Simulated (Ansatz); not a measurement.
**KI: do energies and stresses tell the same story?**

All numbers below come from DFT r2SCAN, scalar-relativistic, plane waves, PAW in Ansatz 0.2.0.

Settings: cutoff 500 eV, Γ-centred mesh 6×6×6 on the computed 2-atom cell, Gaussian smearing of 0.02 eV; no spin polarisation.

Relaxed cell: Fm-3m, a = 7.092 Å, b = 7.092 Å, c = 7.092 Å, α = 90.00°, β = 90.00°, γ = 90.00°, 2 atoms in the primitive cell.

Energies at zero smearing and pressures from the stress tensor, at volumes with shape and atoms relaxed:
```
V (Å³/atom) E − E(first) (meV/atom) P (GPa)
     41.911                     0.00    0.897
     43.249                    -5.40    0.410
     44.586                    -7.07    0.003
     45.924                    -5.63   -0.338
     47.262                    -1.58   -0.623
```

**Question.** Check P = −dE/dV between neighbouring volumes, and get the bulk modulus from the pressures alone.

**Answer.** With 1 eV/Å³ = 160.2 GPa:
| middle V (Å³/atom) | −ΔE/ΔV (GPa) | mean P (GPa) |
| --- | --- | --- |
| 42.580 | 0.646 | 0.654 |
| 43.918 | 0.200 | 0.207 |
| 45.255 | -0.172 | -0.168 |
| 46.593 | -0.485 | -0.480 |

The two differ by 0.007 GPa at most. The mean of two end pressures misses the average over a step by about ΔV² P″/12, up to 0.007 GPa here; with that taken off 0.001 GPa remains. Around V = 44.586 Å³/atom, the two neighbours give B = −V ΔP/ΔV = 44.586 × 0.748 / 2.675 = 12.5 GPa, against B0 = 12.4 GPa from the Birch–Murnaghan fit of the energies.